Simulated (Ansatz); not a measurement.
The system is MnS.

```xyz
4
Lattice="-1.8300 -1.0565 5.9418 1.8300 -1.0565 5.9418 0.0000 2.1131 5.9418" Properties=species:S:1:pos:R:3 pbc="T T T"
Mn    0.0000    0.0000    0.0000
Mn    0.0000    0.0000    8.9128
S     0.0000    0.0000    4.4564
S     0.0000    0.0000   13.3691
```

The cell is a database's computed one.

The cell isn't the ideal one: another cell of the same crystal, with 4 atoms.

Base run:

- Program: Ansatz 0.2.0
- Functional: PBEsol
- Potentials or basis: Ansatz PAW
- Cutoff: 420 eV (not typed: the program's choice for these potentials)
- k mesh: 9 × 9 × 9
- Occupations: fermi-dirac, width 0.05 eV
- Spin: collinear spin, antiferromagnetic start
- Starting moments: [4.0, -4.0, 0.0, 0.0] μB
- Hubbard terms: Mn d U = 5 eV

Its results: band gap on the k mesh 2.35 eV; pressure 3.0 GPa; net moment 0.00 μB per cell; site moments Mn +4.42, -4.42; S -0.00 μB.

Problem. The run is repeated on the same cell with these changes: hubbard terms from Mn d U = 5 eV to Mn d U = 4 eV. What comes out?

Solution. Band gap on the k mesh 2.30 eV; pressure 1.5 GPa; net moment 0.00 μB per cell; site moments Mn +4.38, -4.38; S -0.00 μB.

Caveats: the magnetic or orbital state may not be the lowest; odd divisions of the mesh miss points on the zone boundary, where band edges often lie, so the gap on the mesh can be too wide; the PAW data sets come from PBE, with cores solved anew for the run's functional, which leaves a small shift of forces and pressure.

A k mesh can miss the band edges.
